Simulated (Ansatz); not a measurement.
# MgO: the cost of one run

Method: DFT PBE, scalar-relativistic, plane waves, PAW, and further levels as typed in the inputs, in Ansatz 0.2.0.

**1. The system as given**

It takes space group Fm-3m (No. 225, cubic). The conventional cell has a = 4.212 Å, b = 4.212 Å, c = 4.212 Å, α = 90.00°, β = 90.00°, γ = 90.00°. Around Mg (site symmetry m-3m) lie 6 O at 2.11 Å. O (site symmetry m-3m) has 6 Mg at 2.11 Å as nearest neighbours.

Structure file:

```cif
data_structure
_symmetry_space_group_name_H-M 'P 1'
_symmetry_Int_Tables_number 1
_cell_length_a 2.9783
_cell_length_b 2.9783
_cell_length_c 4.2120
_cell_angle_alpha 90.000
_cell_angle_beta 90.000
_cell_angle_gamma 90.000
_cell_volume 37.36
loop_
_atom_site_label
_atom_site_type_symbol
_atom_site_fract_x
_atom_site_fract_y
_atom_site_fract_z
_atom_site_occupancy
Mg1 Mg 0.00000 0.00000 0.00000 1
O1 O 0.50000 0.50000 0.00000 1
Mg2 Mg 0.50000 0.50000 0.50000 1
O2 O 0.00000 0.00000 0.50000 1
```

**2. Relaxing cell and atoms: MgO, no spin**

Contents of input.yaml:

```yaml
crystal:
  lattice:
    - [2.9783337624, 0.0, 0.0]
    - [0.0, 2.9783337624, 0.0]
    - [0.0, 0.0, 4.212]
  atoms:
    - { symbol: Mg, position: [0.0, 0.0, 0.0] }
    - { symbol: O, position: [0.5, 0.5, 0.0] }
    - { symbol: Mg, position: [0.5, 0.5, 0.5] }
    - { symbol: O, position: [0.0, 0.0, 0.5] }
scf:
  occupations: { method: fixed }
output:
  forces: true
  stress: true
  eigenvalues: true
hamiltonian:
  xc: pbe
kpoints:
  mp_grid: { grid: [8, 8, 6] }
relax:
  f_tol: 0.005
  cell: { stress_tol: 0.05 }
```

Started as:

```bash
$ ansatz run input.yaml --threads 4 --pin off --max-ram 8192MiB --backend cpu --events-out ev --progress --plain --runs-dir out
```

What time and memory should one allow on 4 threads of Arm Neoverse V2, shared host?

About 4.7 s, with a peak of 0.33 GiB.
